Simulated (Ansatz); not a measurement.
## ZnAu in Ansatz: convergence with scf exx energy threshold

ZnAu:

```
Au Zn
1.0
     3.14700    0.00000    0.00000
     0.00000    3.14700    0.00000
     0.00000    0.00000    3.14700
Au Zn
1 1
Direct
  0.00000 0.00000 0.00000
  0.50000 0.50000 0.50000
```

| Item | Value |
| --- | --- |
| Program | Ansatz 0.2.0 |
| Task | convergence study |
| Functional | PBE0 |
| Potentials or basis | Ansatz PAW earlier set |
| Cutoff | 864 eV |
| Density cutoff | 3456 eV |
| k mesh | 4 × 4 × 4 |
| Occupations | methfessel-paxton, width 0.1 eV |
| Spin | no spin polarisation |

These are the settings of the first run; the series varies scf exx energy threshold, with any setting tied to it.

Hardware: 2 threads of Intel(R) Xeon(R) Processor @ 2.50GHz (Skylake/Cascade Lake) (shared host).

```
scf exx energy threshold  energy less the tightest run, at zero smearing (meV/atom)  SCF cycles  CPU time (s)  peak memory (GiB)
                    0.01                                                       0.00          31           120                1.4
                   0.001                                                       0.00          24           120                1.4
                  0.0001                                                       0.00          24           130                1.4
                   1e-05                                                       0.00          26           120                1.4
                   1e-06                                                       0.00          26           130                1.4
                   1e-07                                                       0.00          29           130                1.4
```

Against the tightest run, the energy stays within 1 meV/atom from 0.01 on. The tightest run that finished is the yardstick and may itself not be fully converged.

Caveat, for the tightest run too: the k mesh is coarse (spacing up to 0.50 Å⁻¹), so the values aren't converged, least of all with exact exchange. Spin-orbit coupling is left out, which matters for the levels of Au.
